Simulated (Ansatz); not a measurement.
# Strain and the gap of CaO (CsCl type)

CaO in the CsCl-type structure, relaxed with r2SCAN in the PAW code Ansatz. It is cubic, Pm-3m (No. 221); a = 2.903 Å in the conventional setting, 12.24 Å³ an atom. Ca has 8 O at 2.51 Å; O has 8 Ca at 2.51 Å.

The axes x, y and z are those of this cell:
```
Ca O
1.0
     2.90321    0.00000    0.00000
     0.00000    2.90321    0.00000
     0.00000    0.00000    2.90321
Ca O
1 1
Cartesian
  0.0000 0.0000 0.0000
  1.4516 1.4516 1.4516
```

Unstrained: The PBE gap is indirect, 2.773 eV (M to Γ), below the direct gap of 3.076 eV at Γ. With r2SCAN the valence top lies at M and the conduction bottom at Γ, 3.276 eV higher; the smallest vertical gap, at Γ, is 3.582 eV. With HSE06 the valence top lies at M and the conduction bottom at Γ, 4.478 eV higher; the smallest vertical gap, at Γ, is 4.824 eV. Meshes: PBE 8×8×8, r2SCAN 8×8×8, HSE06 6×6×6. Strains are changes of length per length. After each strain the atoms were relaxed again with r2SCAN in this cell and within any symmetry left, so distortions that break it or need a larger cell weren't tested; points keep the names that they have in the unstrained zone. No spin polarisation and no zero-point or thermal motion; the cell was built from a prototype and may be hypothetical.

Changes of the least gap in eV (an overlap counts as a negative gap):
```csv
strain,volume change (%),space group,PBE,r2SCAN,HSE06,"energy rise, r2SCAN (meV/atom)"
"biaxial -4.81 % in x and y, z held",-9.4,P4/mmm,-0.257,-0.243,-0.248,73.8
uniaxial +4.36 % along [111],+4.4,R-3m,+0.034,+0.031,+0.021,6.6
```

Biaxial -4.81 % in x and y, z held. HSE06: the gap goes from 4.478 to 4.230 eV (-0.248 eV). Stress change with r2SCAN, compression positive: xx +22.29, yy +22.29, zz -0.01 GPa.

Uniaxial +4.36 % along [111], other directions held. HSE06: the gap goes from 4.478 to 4.499 eV (+0.021 eV). Stress change with r2SCAN, compression positive: xx -4.52, yy -4.52, zz -4.52, xy +0.54, xz +0.54, yz +0.54 GPa.

The meshes of the hybrids are coarse, so their gaps aren't converged to the digits shown.
